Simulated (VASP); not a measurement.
# ScAl15N16 (P3m1) in VASP: further runs, part 2 of 2

VASP 6.6.1.

## (3) Relaxation of cell and atoms, LDA

This run uses another cell than the first one, of 10.45 Å³/atom, 0.970 times its volume.

INCAR

```
SYSTEM = ScAl15N16
ALGO     = Normal         ! electronic algorithm
EDIFF    = 1E-7           ! SCF threshold, eV
EDIFFG   = -0.005         ! ionic threshold
ENCUT    = 600            ! plane-wave cutoff, eV
GGA      = CA             ! functional
IBRION   = 2              ! ionic algorithm
ISIF     = 3              ! what is computed and relaxed
ISMEAR   = 0              ! smearing method
KPAR     = 8            
LASPH    = .TRUE.         ! aspherical terms in the spheres
LCHARG   = .FALSE.        ! write CHGCAR
LREAL    = Auto         
LWAVE    = .FALSE.        ! write WAVECAR
NELM     = 80             ! most SCF steps
NSW      = 90             ! ionic steps
PREC     = Accurate       ! precision mode
SIGMA    = 0.03           ! smearing width, eV
```

KPOINTS

```
k-points
0
G
  6 6 3
  0 0 0
```

POSCAR

```
ScAl15N16                               
1.0
   -3.1165892869     -5.3980909847      0.0000000000
    6.2331785738     -0.0000000000     -0.0000000000
    0.0000000000      0.0000000000      9.9356293149
  Sc              Al              N             
     1    15    16
Direct
     0.1666666699999979    0.8333333300000021    0.9968842643516823
     0.1666666699999979    0.8333333300000021    0.4994121450366841
     0.1687628853340605    0.3343814376670334    0.9989058268216428
     0.1652761544026366    0.3326380722013215    0.4995908479242805
     0.6656185623329667    0.8312371146659572    0.9989058268216428
     0.6673619277986788    0.8347238455973642    0.4995908479242805
     0.6656185623329667    0.3343814376670158    0.9989058268216428
     0.6673619277986788    0.3326380722013205    0.4995908479242805
     0.3343543872978801    0.1687087845957491    0.2529946582072317
     0.3353864087700065    0.1707728275399853    0.7464566496853979
     0.3343543872978801    0.6656456127021245    0.2529946582072317
     0.3353864087700065    0.6646135912300150    0.7464566496853979
     0.8333333300000021    0.1666666699999979    0.2485612216293225
     0.8333333300000021    0.1666666699999979    0.7495474311343733
     0.8312912154042460    0.6656456127021200    0.2529946582072317
     0.8292271724599932    0.6646135912299935    0.7464566496853979
     0.1666666699999979    0.8333333300000021    0.2040792346837773
     0.1666666699999979    0.8333333300000021    0.6927101972594579
     0.1674978987286322    0.3337489443643192    0.1909021000952693
     0.1643181113149658    0.3321590506574861    0.6889491190843113
     0.6662510556356807    0.8325021012713660    0.1909021000952693
     0.6678409493425138    0.8356818886850290    0.6889491190843113
     0.6662510556356807    0.3337489443643211    0.1909021000952693
     0.6678409493425138    0.3321590506574912    0.6889491190843113
     0.3341226156303145    0.1682452412606175    0.4431795051909672
     0.3432038289538137    0.1864076679073482    0.9350432884394110
     0.3341226156303145    0.6658773843696905    0.4431795051909672
     0.3432038289538137    0.6567961710464594    0.9350432884394110
     0.8333333300000021    0.1666666699999979    0.4391607708462472
     0.8333333300000021    0.1666666699999979    0.9415787487128842
     0.8317547587393773    0.6658773843696857    0.4431795051909672
     0.8135923320923788    0.6567961710461863    0.9350432884394110
```

Potentials or basis: VASP PAW LDA potentials, release 64 (Sc_sv, Al, N).

Command:

```bash
cat potpaw_LDA.64/Sc_sv/POTCAR potpaw_LDA.64/Al/POTCAR potpaw_LDA.64/N/POTCAR > POTCAR
mpirun -np 8 vasp_std > vasp.out
```

OUTCAR:

```text
SYSTEM = ScAl15N16
   EDIFF = 1E-7
   EDIFFG = -0.005
   ENCUT = 600
   GGA = CA
   IBRION = 2
   ISIF = 3
   ISMEAR = 0
   LASPH = .TRUE.
   LREAL = Auto
   NELM = 80
   NSW = 90
   PREC = Accurate

 ion  position               nearest neighbor table
   1  0.167  0.833  0.997-  28 2.00  32 2.00  26 2.00  17 2.06  12 3.08  16 3.08  10 3.08   5 3.12
                             7 3.12   5 3.12   7 3.12   3 3.12   3 3.12  11 3.12  15 3.12   9 3.12
   2  0.167  0.833  0.499-  27 1.89  31 1.89  25 1.89  18 1.92  11 3.04  15 3.04   9 3.04  12 3.06
                            16 3.06  10 3.06   6 3.12   8 3.12   6 3.12   8 3.12   4 3.12   4 3.12
   3  0.169  0.334  0.999-  26 1.85  28 1.85  30 1.90  19 1.91  14 3.07  13 3.07  10 3.08  12 3.08
                             9 3.09  11 3.09   5 3.10   7 3.10   1 3.12   1 3.12   5 3.14   7 3.14
   4  0.165  0.333  0.500-  20 1.88  25 1.88  27 1.88  29 1.89  10 3.04  12 3.04   9 3.04  11 3.04
                            14 3.06  13 3.07   6 3.10   8 3.10   2 3.12   2 3.12   6 3.13   8 3.13
   5  0.666  0.831  0.999-  32 1.85  28 1.85  30 1.90  21 1.91  14 3.07  13 3.07  16 3.08  12 3.08
                            15 3.09  11 3.09   3 3.10   7 3.10   1 3.12   1 3.12   3 3.14   7 3.14
   6  0.667  0.835  0.500-  22 1.88  31 1.88  27 1.88  29 1.89  16 3.04  12 3.04  15 3.04  11 3.04
                            14 3.06  13 3.07   4 3.10   8 3.10   2 3.12   2 3.12   4 3.13   8 3.13
   7  0.666  0.334  0.999-  26 1.85  32 1.85  30 1.90  23 1.91  14 3.07  13 3.07  10 3.08  16 3.08
                             9 3.09  15 3.09   3 3.10   5 3.10   1 3.12   1 3.12   3 3.14   5 3.14
   8  0.667  0.333  0.500-  24 1.88  25 1.88  31 1.88  29 1.89  10 3.04  16 3.04   9 3.04  15 3.04
                            14 3.06  13 3.07   4 3.10   6 3.10   2 3.12   2 3.12   4 3.13   6 3.13
   9  0.334  0.169  0.253-  17 1.87  25 1.89  19 1.89  23 1.89   4 3.04   8 3.04   2 3.04   3 3.09
[... 17 lines left out ...]
  19  0.167  0.334  0.191-  13 1.89   9 1.89  11 1.89   3 1.91
  20  0.164  0.332  0.689-   4 1.88  10 1.88  12 1.88  14 1.89
  21  0.666  0.833  0.191-  13 1.89  15 1.89  11 1.89   5 1.91
  22  0.668  0.836  0.689-   6 1.88  16 1.88  12 1.88  14 1.89
[... 8 lines left out ...]
  31  0.832  0.666  0.443-   6 1.88   8 1.88  15 1.89   2 1.89
  32  0.814  0.657  0.935-   5 1.85   7 1.85  16 1.88   1 2.00

  LATTYP: Found a hexagonal cell.
 ALAT       =     6.2331785681
 C/A-ratio  =     1.5939908036

  Lattice vectors:

[... 298 lines left out ...]

--------------------------------------- Ionic step        2  -------------------------------------------

 number of electron     136.0000000 magnetization

 Free energy of the ion-electron system (eV)
  ---------------------------------------------------
  ext. energy  EPLUGINS =         0.00000000
  ---------------------------------------------------
  free energy    TOTEN  =      -264.97457268 eV

  energy without entropy =     -264.97457268  energy(sigma->0) =     -264.97457268

 E-fermi :   5.9842     XC(G=0): -11.3195

 val. band max:        5.7662297828   @ k =   0.0000   0.0000   0.0000
 cond. band min:      10.0734070048   @ k =   0.0000   0.0000   0.0000
 fundamental gap:      4.3071772220
 Fermi energy:         5.9841929009

 k-point     1 :       0.0000    0.0000    0.0000
  band No.  band energies     occupation
      1     -40.0467      2.00000
      2     -19.2739      2.00000
      3     -19.2739      2.00000
      4     -19.2445      2.00000
      5      -9.1631      2.00000
      6      -8.2717      2.00000
[... 1400 lines left out ...]
     79      12.5811      0.00000
     80      12.6707      0.00000
 [bands above 80 left out]

------------------------ aborting loop because EDIFF is reached ----------------------------------------

  FORCE on cell =-STRESS in cart. coord.  units (eV):
  Direction    XX          YY          ZZ          XY          YZ          ZX
  --------------------------------------------------------------------------------------
  -------------------------------------------------------------------------------------
  Total       -0.0168133     -0.0168133     -0.0472532      0.0000000     -0.0000000      0.0000000
  in kB       -0.0805667     -0.0805667     -0.2264292      0.0000000     -0.0000000      0.0000000
  external PRESSURE =      -0.1291875 kB  Pullay stress =       0.0000000 kB

 VOLUME and BASIS-vectors are now :
 -----------------------------------------------------------------------------
  energy-cutoff  :      600.00
  volume of cell :      334.36
      direct lattice vectors                 reciprocal lattice vectors
    -3.116720353 -5.398317997  0.000000000     0.000000000 -0.185242885 -0.000000000
     6.233440705  0.000000000  0.000000000     0.160425044 -0.092621443 -0.000000000
     0.000000000  0.000000000  9.936264301     0.000000000  0.000000000  0.100641445

 POSITION                                       TOTAL-FORCE (eV/Angst)
 -----------------------------------------------------------------------------------
      4.67508     -0.89972      9.90556         0.000000      0.000000     -0.002164
      4.67508     -0.89972      4.96205         0.000000     -0.000000      0.002089
      1.55836     -0.91118      9.92547         0.000000      0.002019     -0.003263
      1.55836     -0.89218      4.96387         0.000000     -0.000343      0.004869
      3.10680     -3.59315      9.92547         0.001749     -0.001010     -0.003263
      3.12325     -3.60265      4.96387        -0.000297      0.000172      0.004869
[... 24 lines left out ...]
      1.55836     -4.49008      4.40367        -0.000000      0.000758     -0.002980
      1.55836     -4.39199      9.29085         0.000000     -0.001654      0.001171
 -----------------------------------------------------------------------------------
    total drift:                               -0.000318     -0.000183     -0.021627

  FREE ENERGIE OF THE ION-ELECTRON SYSTEM (eV)
  ---------------------------------------------------
  free  energy   TOTEN  =      -264.9745726816 eV

  energy  without entropy=     -264.9745726816  energy(sigma->0) =     -264.97457268

 reached required accuracy - stopping structural energy minimisation
```

OSZICAR:

```text
N       E                     dE             d eps       ncg     rms          rms(c)
DAV:   1     0.125749133510E+04    0.12575E+04   -0.65298E+04  2890   0.167E+03
DAV:   2    -0.133411219726E+03   -0.13909E+04   -0.13428E+04  3506   0.407E+02
DAV:   3    -0.301206267475E+03   -0.16780E+03   -0.16546E+03  4044   0.143E+02
[... 17 lines left out ...]
DAV:   2    -0.264974575182E+03    0.14790E-05   -0.10116E-04  3594   0.418E-02    0.110E-02
DAV:   3    -0.264974573076E+03    0.21059E-05   -0.12734E-05  4431   0.159E-02    0.377E-03
DAV:   4    -0.264974572860E+03    0.21652E-06   -0.27156E-06  4381   0.700E-03    0.214E-03
DAV:   5    -0.264974572728E+03    0.13163E-06   -0.20573E-07  2349   0.206E-03    0.109E-03
DAV:   6    -0.264974572682E+03    0.46635E-07   -0.95919E-08  2272   0.220E-03
   2 F= -.26497457E+03 E0= -.26497457E+03  d E =-.345090E-05
```

CONTCAR:

```text
ScAl15N16
   1.00000000000000
    -3.1167203526962948   -5.3983179973174913    0.0000000000000000
     6.2334407053925895    0.0000000000000000    0.0000000000000000
     0.0000000000000000    0.0000000000000000    9.9362643014643304
  Sc              Al              N
     1    15    16
Direct
     0.1666666699999979    0.8333333300000021    0.9969093969390940
     0.1666666699999979    0.8333333300000021    0.4993883244927138
     0.1687887341591786    0.3343943620795924    0.9989133363047872
     0.1652693124015612    0.3326346512007837    0.4995708230458843
     0.6656056379204075    0.8312112658408427    0.9989133363047872
     0.6673653487992163    0.8347306875984388    0.4995708230458843
[... 24 lines left out ...]
     0.8317550896274380    0.6658775498137158    0.4431916602179971
     0.8135841332934899    0.6567920716467454    0.9350448897738436

  0.00000000E+00  0.00000000E+00  0.00000000E+00
  0.00000000E+00  0.00000000E+00  0.00000000E+00
  0.00000000E+00  0.00000000E+00  0.00000000E+00
  0.00000000E+00  0.00000000E+00  0.00000000E+00
  0.00000000E+00  0.00000000E+00  0.00000000E+00
  0.00000000E+00  0.00000000E+00  0.00000000E+00
[... 24 lines left out ...]
  0.00000000E+00  0.00000000E+00  0.00000000E+00
  0.00000000E+00  0.00000000E+00  0.00000000E+00
```

Run time: 4.1 min. Hardware: 8 MPI ranks of Intel Xeon Platinum 8488C (Sapphire Rapids), shared host; peak memory 0.64 GiB.

What came out:

* Free energy: -264.9746 eV
* Relaxed volume: 10.45 Å³/atom
* Relaxed cell: a = 6.233 Å, b = 6.233 Å, c = 9.936 Å, α = 90.00°, β = 90.00°, γ = 120.00°
* Space group after relaxing (to 0.05 Å): P3m1 (No. 156)
* Energy gained by relaxing: 0.0 meV/atom
* Ionic steps: 2
* Pressure after relaxing: 0.0 GPa
* Largest force after relaxing: 0.005 eV/Å
* Band gap on the k mesh: 4.31 eV, direct

Forces in eV/Å, atoms in the order of the input:
```
Sc   0.000  0.000 -0.002
Al   0.000  0.000  0.002
Al   0.000  0.002 -0.003
Al   0.000  0.000  0.005
Al   0.002 -0.001 -0.003
Al   0.000  0.000  0.005
Al  -0.002 -0.001 -0.003
Al   0.000  0.000  0.005
Al   0.001 -0.001  0.000
Al  -0.002  0.001  0.002
Al  -0.001 -0.001  0.000
Al   0.002  0.001  0.002
Al   0.000  0.000 -0.002
Al   0.000  0.000  0.004
Al   0.000  0.001  0.000
Al   0.000 -0.002  0.002
N    0.000  0.000  0.004
N    0.000  0.000 -0.003
N    0.000  0.000  0.002
N    0.000  0.000 -0.004
N    0.000  0.000  0.002
N    0.000  0.000 -0.004
N    0.000  0.000  0.002
N    0.000  0.000 -0.004
N    0.001  0.000 -0.003
N   -0.001  0.001  0.001
N   -0.001  0.000 -0.003
N    0.001  0.001  0.001
N    0.000  0.000 -0.002
N    0.000  0.000  0.001
N    0.000  0.001 -0.003
N    0.000 -0.002  0.001
```

Final structure:
```cif
data_structure
_symmetry_space_group_name_H-M 'P 1'
_symmetry_Int_Tables_number 1
_cell_length_a 6.2334
_cell_length_b 6.2334
_cell_length_c 9.9363
_cell_angle_alpha 90.000
_cell_angle_beta 90.000
_cell_angle_gamma 120.000
_cell_volume 334.36
loop_
_atom_site_label
_atom_site_type_symbol
_atom_site_fract_x
_atom_site_fract_y
_atom_site_fract_z
_atom_site_occupancy
Sc1 Sc 0.16667 0.83333 0.99691 1
Al1 Al 0.16667 0.83333 0.49939 1
Al2 Al 0.16879 0.33439 0.99891 1
Al3 Al 0.16527 0.33263 0.49957 1
Al4 Al 0.66561 0.83121 0.99891 1
Al5 Al 0.66737 0.83473 0.49957 1
Al6 Al 0.66561 0.33439 0.99891 1
Al7 Al 0.66737 0.33263 0.49957 1
Al8 Al 0.33436 0.16872 0.25299 1
Al9 Al 0.33540 0.17079 0.74645 1
Al10 Al 0.33436 0.66564 0.25299 1
Al11 Al 0.33540 0.66460 0.74645 1
Al12 Al 0.83333 0.16667 0.24857 1
Al13 Al 0.83333 0.16667 0.74954 1
Al14 Al 0.83128 0.66564 0.25299 1
Al15 Al 0.82921 0.66460 0.74645 1
N1 N 0.16667 0.83333 0.20408 1
N2 N 0.16667 0.83333 0.69270 1
N3 N 0.16749 0.33374 0.19089 1
N4 N 0.16431 0.33216 0.68898 1
N5 N 0.66626 0.83251 0.19089 1
N6 N 0.66784 0.83569 0.68898 1
N7 N 0.66626 0.33374 0.19089 1
N8 N 0.66784 0.33216 0.68898 1
N9 N 0.33412 0.16824 0.44319 1
N10 N 0.34321 0.18642 0.93504 1
N11 N 0.33412 0.66588 0.44319 1
N12 N 0.34321 0.65679 0.93504 1
N13 N 0.83333 0.16667 0.43917 1
N14 N 0.83333 0.16667 0.94158 1
N15 N 0.83176 0.66588 0.44319 1
N16 N 0.81358 0.65679 0.93504 1
```

Caveat: an odd mesh through Γ misses points on the zone boundary, where band edges often lie.
